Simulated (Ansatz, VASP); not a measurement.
## Pd in VASP and in Ansatz

```
Pd
1.0
     0.00000    1.92114    1.92114
     1.92114    0.00000    1.92114
     1.92114    1.92114    0.00000
Pd
1
Direct
  0.00000 0.00000 0.00000
```

Alike in both runs: task single point; functional LDA; k mesh 14 × 14 × 14; occupations fermi-dirac, width 0.3 eV; no spin polarisation.

```csv
,VASP,Ansatz
version,VASP 6.6.1,Ansatz 0.2.0
potentials or method,"VASP PAW LDA potentials, release 64 (Pd)","plane waves (420 eV) with PAW, scalar-relativistic"
plane-wave cutoff (eV),520,420
valence electrons in the cell,10,18
```

|  | VASP | Ansatz | Ansatz less VASP |
| --- | --- | --- | --- |
| pressure (GPa) | 1.8 | 1.5 | -0.27 |

The two sets of potentials don't hold the same shells in valence. Ansatz warned: «pseudo_functional_mismatch».
